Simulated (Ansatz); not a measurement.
A 3-atom cell of HfS2 (P-3m1) from a materials database, relaxed with r2SCAN+rVV10: the symmetry is P-3m1 (No. 164, trigonal); a = 3.630 Å, c = 5.879 Å in the conventional setting, 22.36 Å³ an atom. Around Hf lie 6 S at 2.54 Å; around S lie 3 Hf at 2.54 Å. One-shot G0W0@PBE in Ansatz 0.2.0 on a 6×6×4 mesh (contour deformation, no spin-orbit coupling), from a PBE gap of 1.037 eV over the mesh points (the G0W0 gap is indirect on the mesh); the number N of bands summed and the screening cutoff rise together. No spin polarisation and no zero-point or thermal motion.

```
  N  cutoff (eV)  1000/N  G0W0 gap (eV)
219          120   4.566          1.902
516          220   1.938          1.958
```

Question: Lay a straight line in 1000/N through these rows.

Answer: The slope is -0.0213 eV per unit of 1000/N and the intercept 1.999 eV.

Question: Predict the gap at N = 932 (300 eV).

Answer: 1.999 + (-0.0213) × 1.073 = 1.976 eV; the run gives 1.966 eV, -0.010 eV from the line.

Question: With that run's result added, what limit do the last two rows suggest?

Answer: Their slope is (1.966 − 1.958)/(1.073 − 1.938) = -0.0092, which meets 1/N = 0 at 1.98 eV, against 1.999 eV from the first line. The slope flattens, so the first line overshoots; the k mesh isn't extrapolated.

Spin-orbit coupling is left out, which matters wherever the heavy atoms make up the band edges.
